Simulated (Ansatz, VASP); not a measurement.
**One calculation of Tl, two programs**

```
Tl
1.0
    -1.98393    1.97974    1.99947
     1.98393   -1.97974    1.99947
     1.98393    1.97974   -1.99947
Tl
1
Direct
  0.50000 0.50000 0.00000
```

Alike in both runs: functional PBE; k mesh 20 × 20 × 20; occupations gaussian, width 0.1 eV; no spin polarisation.

Ansatz relaxed the structure, and its values are those at the end. VASP's run is a single point on that final structure, the one shown.

```csv
,VASP,Ansatz
version,VASP 6.6.1,Ansatz 0.2.0
potentials or method,"VASP PAW PBE potentials, release 64 (Tl_d)","scalar-relativistic, plane waves, PAW"
plane-wave cutoff (eV),520,420
valence electrons in the cell,13,13
```

```tsv
	VASP	Ansatz	Ansatz less VASP
gap on the k mesh at the Fermi level (eV)	none	none	-
pressure (GPa)	-0.1	0.0	+0.06
```

A gap of «none» marks a metal or a gap that the smearing closes.

The runs have no spin-orbit coupling, so splittings on Tl are missing.
